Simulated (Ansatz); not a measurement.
# BeS: the cost of one run

Method: reference: DFT, HSE06, plane waves, PAW, in Ansatz 0.2.0.

5 further runs of the same task are left out: 5 that didn't finish.

### Step 1. The structure to begin with

Symmetry: F-43m, No. 216, cubic system. Conventional cell: a = 4.869 Å, b = 4.869 Å, c = 4.869 Å, α = 90.00°, β = 90.00°, γ = 90.00°. Be (site symmetry -43m) is surrounded by 4 S at 2.11 Å. S (site symmetry -43m) is surrounded by 4 Be at 2.11 Å.

Structure file:

```
CELL_PARAMETERS angstrom
0.00000 2.43431 2.43431
2.43431 0.00000 2.43431
2.43431 2.43431 0.00000
ATOMIC_POSITIONS crystal
Be 0.00000 0.00000 0.00000
S 0.25000 0.25000 0.25000
```

### Step 2. Baseline

Contents of input.yaml:

```yaml
crystal:
  lattice:
    - [0.0, 2.4343062304, 2.4343062304]
    - [2.4343062304, 0.0, 2.4343062304]
    - [2.4343062304, 2.4343062304, 0.0]
  atoms:
    - { symbol: Be, position: [0.0, 0.0, 0.0] }
    - { symbol: S, position: [0.25, 0.25, 0.25] }
kpoints:
  mp_grid: { grid: [4, 4, 4] }
hamiltonian:
  xc: hse06
scf:
  occupations: { method: fixed }
  n_extra_bands: 4
output:
  forces: true
  stress: true
  eigenvalues: true
```

On the command line:

```bash
> ansatz run input.yaml --threads 4 --pin off --max-ram 3686MiB --backend cpu --events-out ev --progress --plain --runs-dir out
```

What time and memory should one allow on 4 threads of Arm Neoverse V1, shared host?

About 1.9 s, with a peak of 0.41 GiB.
